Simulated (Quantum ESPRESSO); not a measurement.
**Ti: phonons with WC**

Crystal: Ti.

```
CELL_PARAMETERS angstrom
2.95000 0.00000 0.00000
-1.47500 2.55477 0.00000
0.00000 0.00000 4.68000
ATOMIC_POSITIONS crystal
Ti 0.66667 0.33333 0.75000
Ti 0.33333 0.66667 0.25000
```

| Quantity | Value |
| --- | --- |
| Program | Quantum ESPRESSO 7.5 |
| Task | phonons |
| Functional | WC |
| Potentials or basis | PseudoDojo 0.4.1 SR PBE standard |
| Cutoff | 1143 eV |
| Density cutoff | 4572 eV |
| k mesh | 8 × 8 × 5 |
| Occupations | cold, width 0.2 eV |
| Spin | no spin polarisation |
| Mixing beta | 0.5 |
| Most SCF iterations | 120 |
| SCF threshold | 4e-10 Ry |

```json
{
 "Relaxed volume": "16.76 Å³/atom",
 "Relaxed cell": "a = 2.905 Å, b = 2.905 Å, c = 4.588 Å, α = 90.00°, β = 90.00°, γ = 120.00°",
 "Space group after relaxing (to 0.05 Å)": "P6_3/mmc (No. 194)",
 "Pressure after relaxing": "0.0 GPa",
 "Band gap on the k mesh": "none (metal or under the smearing width)",
 "Highest phonon frequency at Γ": "192 cm⁻¹"
}
```

The path:
| step | energy change (eV) | largest force (eV/Å) | pressure (GPa) | volume (Å³) |
| --- | --- | --- | --- | --- |
| 1 | 0.0000 | 0.0000 | -5.60 | 35.27 |
| 2 | -0.0258 | 0.0000 | -2.58 | 34.27 |
| 3 | -0.0320 | 0.0000 | 0.22 | 33.46 |
| 4 | -0.0320 | 0.0000 | 0.00 | 33.52 |
| 5 | -0.0320 | 0.0000 | -0.01 | 33.53 |
| 6 | -0.0320 | 0.0000 | -0.01 | 33.53 |
| 7 | -0.0321 | 0.0000 | 0.00 | 33.53 |
| 8 | -0.0321 | 0.0000 | 0.00 | 33.53 |

Final structure:
```cif
data_structure
_symmetry_space_group_name_H-M 'P 1'
_symmetry_Int_Tables_number 1
_cell_length_a 2.9049
_cell_length_b 2.9049
_cell_length_c 4.5877
_cell_angle_alpha 90.000
_cell_angle_beta 90.000
_cell_angle_gamma 120.000
_cell_volume 33.53
loop_
_atom_site_label
_atom_site_type_symbol
_atom_site_fract_x
_atom_site_fract_y
_atom_site_fract_z
_atom_site_occupancy
Ti1 Ti 0.66667 0.33333 0.75000 1
Ti2 Ti 0.33333 0.66667 0.25000 1
```

Levels at points of the mesh, in eV from the Fermi level:
```
            k point  band 10  band 11  band 12  band 13  band 14  band 15
 (0.00, 0.00, 0.00)    -2.79     0.80     0.80     0.90     0.95     1.34
(0.00, -0.50, 0.00)    -2.27    -1.95    -0.60     0.47     0.67     1.26
```

Phonon frequencies in cm⁻¹ (negative: imaginary):
```
              q point         frequencies
(0.000, 0.000, 0.000)  -1 1 1 127 127 192
```

Optical modes at Γ, degenerate ones joined:
```tsv
cm⁻¹	components	symmetry	active in
127	2	E2g	Raman
192	1	B1g	silent
```

Wall time 7 min on 4 MPI ranks on Intel(R) Xeon(R) Processor @ 2.50GHz (Skylake/Cascade Lake), with other jobs on the host, peak memory 0.36 GiB a rank.

Caveat: the mesh is thin for the phonons of a metal; the potentials were made for another functional, which shifts forces and pressure.
